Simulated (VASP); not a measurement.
Set up this calculation in VASP 6.6.1, as the native input.

```yaml
Task: band structure
Functional: PW91
Potentials_or_basis: VASP PAW PBE potentials, release 64 (Hf_pv, O)
Cutoff: 520 eV
k_mesh: 6 × 6 × 8
Occupations: fermi-dirac, width 0.05 eV
Spin: no spin polarisation
Further_INCAR_settings: ALGO = Normal; EDIFF = 1e-07
```

HfO2:

```
CELL_PARAMETERS angstrom
4.81353 0.00000 0.00000
0.00000 4.81353 0.00000
0.00000 0.00000 3.20542
ATOMIC_POSITIONS crystal
Hf 0.50000 0.50000 0.50000
Hf 0.00000 0.00000 0.00000
O 0.80504 0.19496 0.50000
O 0.69496 0.69496 0.00000
O 0.30504 0.30504 0.00000
O 0.19496 0.80504 0.50000
```

Measurements of this composition are mostly on another form, of space group No. 14.

One way to write it, as run:

POSCAR

```
HfO2
1.0
    4.8135329900      0.0000000000      0.0000000000
    0.0000000000      4.8135329900      0.0000000000
    0.0000000000      0.0000000000      3.2054154100
Hf O
2 4
Direct
    0.5000000000      0.5000000000      0.5000000000
    0.0000000000      0.0000000000      0.0000000000
    0.8050448800      0.1949551200      0.5000000000
    0.6949551200      0.6949551200      0.0000000000
    0.3050448800      0.3050448800      0.0000000000
    0.1949551200      0.8050448800      0.5000000000
```

INCAR.step1

```
SYSTEM = HfO2
ALGO = Normal ; EDIFF = 1E-7
ENCUT = 520 ; GGA = 91
ISIF = 2 ; ISMEAR = -1
LASPH = .True. ; LCHARG = .True.
LMAXMIX = 4 ; LREAL = .False.
LWAVE = .False. ; NELM = 100
PREC = Accurate ; SIGMA = 0.05
```

KPOINTS.step1

```
k-points
0
Gamma
  6 6 8
  0 0 0
```

INCAR.step2

```
SYSTEM = HfO2
ALGO = Normal ; EDIFF = 1E-7
ENCUT = 520 ; GGA = 91
ICHARG = 11 ; ISIF = 2
ISMEAR = 0 ; LASPH = .True.
LCHARG = .False. ; LMAXMIX = 4
LREAL = .False. ; LWAVE = .False.
NELM = 100 ; PREC = Accurate
SIGMA = 0.05
```

KPOINTS.step2

```
path GXMGZRAZ,XR,MA
10
line-mode
reciprocal
 0.0000000000  0.0000000000  0.0000000000  G
 0.0000000000  0.5000000000  0.0000000000  X

 0.0000000000  0.5000000000  0.0000000000  X
 0.5000000000  0.5000000000  0.0000000000  M

 0.5000000000  0.5000000000  0.0000000000  M
 0.0000000000  0.0000000000  0.0000000000  G

 0.0000000000  0.0000000000  0.0000000000  G
 0.0000000000  0.0000000000  0.5000000000  Z

 0.0000000000  0.0000000000  0.5000000000  Z
 0.0000000000  0.5000000000  0.5000000000  R

 0.0000000000  0.5000000000  0.5000000000  R
 0.5000000000  0.5000000000  0.5000000000  A

 0.5000000000  0.5000000000  0.5000000000  A
 0.0000000000  0.0000000000  0.5000000000  Z

 0.0000000000  0.5000000000  0.0000000000  X
 0.0000000000  0.5000000000  0.5000000000  R

 0.5000000000  0.5000000000  0.0000000000  M
 0.5000000000  0.5000000000  0.5000000000  A
```

Potentials or basis: VASP PAW PBE potentials, release 64 (Hf_pv, O).

Launch:

```sh
$ cat potpaw_PBE.64/Hf_pv/POTCAR potpaw_PBE.64/O/POTCAR > POTCAR
$ cp INCAR.step1 INCAR
$ cp KPOINTS.step1 KPOINTS
$ mpirun -np 1 vasp_std > vasp.out
$ cp INCAR.step2 INCAR
$ cp KPOINTS.step2 KPOINTS
$ mpirun -np 1 vasp_std > vasp.out
```

It gave:

```
Band gap on the k mesh  : 3.98 eV, direct
Band gap along the path : 3.98 eV, direct
```

Caveat: the log is that of the step along the path at fixed density, whose energy, stress, charges and moments have no meaning; spin-orbit coupling is left out, which moves the levels of the heavy elements.

It took 72 s on 1 thread of AMD EPYC 9R45 96-Core Processor (Zen 5) (shared host), peak memory 0.24 GiB.
